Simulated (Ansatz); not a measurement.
# Fe: equation of state with r2SCAN50

Fe:

```
Fe
1.0
    -1.44300    1.44300    1.44300
     1.44300   -1.44300    1.44300
     1.44300    1.44300   -1.44300
Fe
1
Cartesian
  0.0000 0.0000 0.0000
```

| Property | Result |
| --- | --- |
| Program | Ansatz 0.2.0 |
| Task | equation of state |
| Functional | r2SCAN50 |
| Potentials or basis | Ansatz PAW |
| Cutoff | 500 eV |
| Density cutoff | 2000 eV |
| k mesh | 7 × 7 × 7 |
| Occupations | fermi-dirac, width 0.05 eV |
| Spin | collinear spin, ferromagnetic start |
| Starting moments | [3.0] μB |

```yaml
Equilibrium_volume: 12.54 Å³/atom
Bulk_modulus: 165 GPa
Pressure_derivative_of_the_bulk_modulus: "5.0 (rough: it moves with the points fitted)"
```

Energy against volume, from the lowest point:
| volume (Å³/atom) | energy (meV/atom) |
| --- | --- |
| 11.298 | 77.62 |
| 11.538 | 48.37 |
| 11.778 | 26.61 |
| 12.019 | 11.97 |
| 12.259 | 3.14 |
| 12.499 | 0.00 |
| 12.740 | 1.50 |

All runs of the series together: 6.4 min on 2 threads of Arm Neoverse V2, on a shared host.

Caveat: the k mesh is coarse (spacing up to 0.44 Å⁻¹), so the values aren't converged, least of all with exact exchange; the magnetic or orbital state may not be the lowest; the PAW data sets were made with another functional, which shifts forces and pressure a little. Zero-point motion and thermal expansion aren't in these numbers.
